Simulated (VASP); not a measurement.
A run of VASP 6.6.1 is set up as follows.

The input INCAR:

```
SYSTEM = BaZrS3
ALGO = Normal
EDIFF = 1E-6
EDIFFG = -0.01
ENCUT = 600
IBRION = 2
ISIF = 3
ISMEAR = 0
KPAR = 4
LASPH = .True.
LCHARG = .False.
LREAL = .False.
LWAVE = .False.
NELM = 80
NSW = 90
PREC = Accurate
SIGMA = 0.03
```

The input KPOINTS:

```
k-points
0
Gamma
  4 4 4
  0 0 0
```

File POSCAR:

```
BaZrS3
1.0
    7.1344888100      0.0000000000      0.0000000000
    0.0000000000     10.0418237600      0.0000000000
    0.0000000000      0.0000000000      7.0635613000
Ba Zr S
4 4 12
Direct
    0.0430272500      0.2500000000      0.0087500800
    0.4569727500      0.7500000000      0.5087500800
    0.5430272500      0.2500000000      0.4912499200
    0.9569727500      0.7500000000      0.9912499200
    0.0000000000      0.0000000000      0.5000000000
    0.5000000000      0.0000000000      0.0000000000
    0.5000000000      0.5000000000      0.0000000000
    0.0000000000      0.5000000000      0.5000000000
    0.9941581600      0.2500000000      0.5608972600
    0.5058418400      0.7500000000      0.0608972600
    0.4941581600      0.2500000000      0.9391027400
    0.0058418400      0.7500000000      0.4391027400
    0.2132557900      0.9681785700      0.7866180500
    0.2867442100      0.0318214300      0.2866180500
    0.7132557900      0.5318214300      0.7133819500
    0.7867442100      0.4681785700      0.2133819500
    0.7867442100      0.0318214300      0.2133819500
    0.7132557900      0.9681785700      0.7133819500
    0.2867442100      0.4681785700      0.2866180500
    0.2132557900      0.5318214300      0.7866180500
```

Potentials or basis: VASP PAW LDA potentials, release 64 (Ba_sv, Zr_sv, S).

Run with:

```console
$ cat potpaw_LDA.64/Ba_sv/POTCAR potpaw_LDA.64/Zr_sv/POTCAR potpaw_LDA.64/S/POTCAR > POTCAR
$ mpirun -np 4 vasp_std > vasp.out
```

**Question.** Predict the band gap on the k mesh.

**Answer.** 0.84 eV, direct.

**Question.** Predict the relaxed cell.

**Answer.** a = 7.030 Å, b = 9.853 Å, c = 6.893 Å, α = 90.00°, β = 90.00°, γ = 90.00°.

**Question.** Estimate the relaxed volume.

**Answer.** 23.87 Å³/atom.

**Question.** Estimate the space group after relaxing (to 0.05 Å).

**Answer.** Pnma (No. 62).

Final structure:
```
CELL_PARAMETERS angstrom
7.02999 0.00000 0.00000
0.00000 9.85265 0.00000
0.00000 0.00000 6.89267
ATOMIC_POSITIONS crystal
Ba 0.05270 0.25000 0.01219
Ba 0.44730 0.75000 0.51219
Ba 0.55270 0.25000 0.48781
Ba 0.94730 0.75000 0.98781
Zr 0.00000 0.00000 0.50000
Zr 0.50000 0.00000 0.00000
Zr 0.50000 0.50000 0.00000
Zr 0.00000 0.50000 0.50000
S 0.99567 0.25000 0.56475
S 0.50433 0.75000 0.06475
S 0.49567 0.25000 0.93525
S 0.00433 0.75000 0.43525
S 0.20958 0.96579 0.79090
S 0.29042 0.03421 0.29090
S 0.70958 0.53421 0.70910
S 0.79042 0.46579 0.20910
S 0.79042 0.03421 0.20910
S 0.70958 0.96579 0.70910
S 0.29042 0.46579 0.29090
S 0.20958 0.53421 0.79090
```

Caveat: spin-orbit coupling is left out, which moves the levels of the heavy elements. A hybrid or GW would open this gap; LDA tends to underestimate it.
